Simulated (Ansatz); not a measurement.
Crystal: SiNi.

```xyz
8
Lattice="4.5037 0.0000 0.0000 0.0000 4.5037 0.0000 0.0000 0.0000 4.5037" Properties=species:S:1:pos:R:3 pbc="T T T"
Ni    0.6733    0.6733    0.6733
Ni    2.9252    1.5785    3.8304
Ni    3.8304    2.9252    1.5785
Ni    1.5785    3.8304    2.9252
Si    3.8139    3.8139    3.8139
Si    1.5620    2.9417    0.6898
Si    0.6898    1.5620    2.9417
Si    2.9417    0.6898    1.5620
```

The cell is a database's computed one.

Below is the output of Ansatz 0.2.0 for this cell. Logs are shortened: lines on timing, memory, paths and dates and some standing lists are left out, and cuts for length are marked.

```text
Warning: RAYON_NUM_THREADS=4 ignored (pool sized by the plan → 4); use --threads N
Engine: ansatz 0.2.0, x86_64-unknown-linux-gnu
Pseudopotentials: kind: paw
Pseudopotential: Ni, paw, valence charge 18, recommended cutoff 420 eV (normal), Ni.paw.azcp
Pseudopotential: Si, paw, valence charge 4, recommended cutoff 420 eV (normal), Si.paw.azcp
Functional definition: PBE
  parameter kappa = 0.804
  parameter beta = 0.06672455060314922
  exchange = pbe_x(kappa = kappa, mu = beta*pi^2/3)
  correlation = pbe_c(beta = beta)
Crystal: 8 atoms, lattice volume = 91.350 Å³
Basis set: ecut = 420 eV, 1791 PW (Γ), exchange–correlation on 64×64×64 points (8 copies of the dense FFT grid, shifted against one another)
Bands: 56, of which v1, the nominal top of the filled ones, is band 44 counted from 1 (43 counted from 0)
Symmetry: 12 space group operations
Space group: P213 (ITA 198), of the structure as read, at distance tolerance 4.5e-5 Å
Magnetic group: BNS 198.9 (UNI 1511), of the structure as read, at distance tolerance 4.5e-5 Å
[... 46 lines left out ...]
  E_nonlocal   = 2647.723722
  E_hartree    = 7472.715318
  E_xc         = -569.655248
  E_vxc        = -637.764568  (∫ρ·V_xc dr)
  E_paw        = -8578.104887  (= ΣΔE_a)
  E_vpaw       = -2126.988199  (= ΣTr[D̂ρ^β])
  E_aug_tail   = 0.002272  (compensation charges beyond the density's cutoff)
  E_ewald      = -10865.270803
  E_smearing   = -0.000181  (= −TS)
  E_closure    = -0.000000  (closes the sum)
  Σ components = -25905.322789   (vs F -25905.322789, Δ=0.00e0)
--- Forces (eV/Å), atoms counted from 1 ---
  atom   1  Ni    -0.01529809    -0.01529809    -0.01529809
  atom   2  Ni    -0.01529809     0.01529809     0.01529809
  atom   3  Ni     0.01529809    -0.01529809     0.01529809
  atom   4  Ni     0.01529809     0.01529809    -0.01529809
  atom   5  Si    -0.01266174    -0.01266174    -0.01266174
  atom   6  Si    -0.01266174     0.01266174     0.01266174
  atom   7  Si     0.01266174    -0.01266174     0.01266174
  atom   8  Si     0.01266174     0.01266174    -0.01266174
  max |Σ_I F_I| component: 8.85e-17 eV/Å
--- Stress (GPa, compression-positive) ---
        1.729549       0.000000      -0.000000
        0.000000       1.729549      -0.000000
       -0.000000       0.000000       1.729549
  P = ⅓ Tr σ = 1.7295 GPa (17.295 kbar)
--- Band table (eV; the first three rows and the last of 48) ---
  k-point 0 ↑: bands = ["-87.7020", "-87.6970", "-87.6970", "-87.6970", "-48.2170", "-48.2170", "-48.2170", "-48.1978", "-48.0785", "-48.0785", "-48.0785", "-48.0602", "-48.0602", "-48.0531", "-48.0531", "-48.0531", "2.2443", "7.6517", "7.6517", "7.6517", "10.1712", "10.1712", "10.1712", "11.8155", "11.8155", "11.8155", "12.4143", "12.4455", "12.4455", "12.7502", "12.7502", "12.7502", "13.1331", "13.1331", "13.1331", "14.1517", "14.1517", "14.1517", "14.2408", "14.2408", "14.8712", "14.8712", "14.8712", "17.4376", "17.4376", "17.4376", "17.8436", "17.8436", "18.4722", "18.4722", "18.4722", "19.8861", "20.9980", "20.9980", "20.9980", "23.7388"]
  k-point 1 ↑: bands = ["-87.7017", "-87.6978", "-87.6969", "-87.6966", "-48.2190", "-48.2173", "-48.2137", "-48.1988", "-48.0822", "-48.0797", "-48.0734", "-48.0599", "-48.0589", "-48.0544", "-48.0541", "-48.0524", "2.4431", "6.5460", "7.7854", "8.3426", "9.7162", "10.2803", "10.9062", "11.1512", "11.4891", "12.2432", "12.4059", "12.4771", "12.6680", "12.6750", "12.7595", "12.7671", "13.0671", "13.0894", "13.3379", "13.9783", "14.0212", "14.1979", "14.2581", "14.3453", "14.7010", "14.8016", "15.3595", "16.7028", "16.8593", "17.0972", "17.3323", "18.2604", "18.7633", "18.7997", "19.2789", "20.1387", "20.5811", "21.8124", "22.2399", "22.4469"]
  k-point 2 ↑: bands = ["-87.7010", "-87.6989", "-87.6967", "-87.6964", "-48.2196", "-48.2183", "-48.2096", "-48.2014", "-48.0841", "-48.0821", "-48.0677", "-48.0594", "-48.0569", "-48.0563", "-48.0560", "-48.0526", "3.0302", "5.2028", "8.1631", "8.8180", "9.6650", "10.4008", "10.5261", "10.9996", "11.6622", "11.8636", "12.4024", "12.5507", "12.7063", "12.7337", "12.8499", "12.8725", "13.0250", "13.1927", "13.3920", "13.6720", "13.9825", "14.1050", "14.3132", "14.3346", "14.6178", "14.6298", "15.7916", "16.2604", "16.3723", "16.4602", "17.7484", "18.7554", "19.1216", "19.2147", "19.7610", "20.6557", "20.7141", "21.2189", "21.4134", "22.3410"]
  k-point 23 ↓: bands = ["-87.6982", "-87.6982", "-87.6982", "-87.6982", "-48.2125", "-48.2125", "-48.2125", "-48.2125", "-48.0766", "-48.0766", "-48.0766", "-48.0766", "-48.0520", "-48.0520", "-48.0520", "-48.0520", "6.3903", "6.3903", "6.3903", "6.3903", "8.7534", "8.7534", "8.7534", "8.7534", "12.4300", "12.4300", "12.4300", "12.4300", "12.6586", "12.6586", "12.6586", "12.6586", "13.8431", "13.8431", "13.8431", "13.8431", "13.8446", "13.8446", "13.8446", "13.8446", "14.7073", "14.7073", "14.7073", "14.7073", "20.6164", "20.6164", "20.6164", "20.6164", "20.9717", "20.9717", "20.9717", "20.9717", "22.9636", "22.9636", "22.9636", "22.9636"]
```

Problem. Write the input and the command behind it.

Solution. Single point with PBE, collinear spin, ferromagnetic start. The files as run (others can give the same):

input.yaml
```yaml
crystal:
  lattice:
    - [4.503694, 0.0, 0.0]
    - [0.0, 4.503694, 0.0]
    - [0.0, 0.0, 4.503694]
  atoms:
    - { symbol: Ni, position: [0.149504, 0.149504, 0.149504], spin: 1.0 }
    - { symbol: Ni, position: [0.649504, 0.350496, 0.850496], spin: 1.0 }
    - { symbol: Ni, position: [0.850496, 0.649504, 0.350496], spin: 1.0 }
    - { symbol: Ni, position: [0.350496, 0.850496, 0.649504], spin: 1.0 }
    - { symbol: Si, position: [0.84683, 0.84683, 0.84683] }
    - { symbol: Si, position: [0.34683, 0.65317, 0.15317] }
    - { symbol: Si, position: [0.15317, 0.34683, 0.65317] }
    - { symbol: Si, position: [0.65317, 0.15317, 0.34683] }
hamiltonian:
  xc: pbe
  pseudopotentials: { kind: paw }
magnetization:
  spin_polarized: true
kpoints:
  mp_grid: { grid: [6, 6, 6] }
scf:
  occupations: { method: gaussian, width: 0.013 }
output:
  forces: true
  stress: true
  eigenvalues: true
  write_density: true
  write_potential: true
  elf: true
  volumetric_format: npy
```

Potentials or basis: Ansatz PAW.
The run is started by
```console
$ ansatz run input.yaml --threads 4 --pin off --max-ram 11264MiB --backend cpu --events-out ev --progress --plain --runs-dir out
```

Caveat: the starting moments weren't kept.
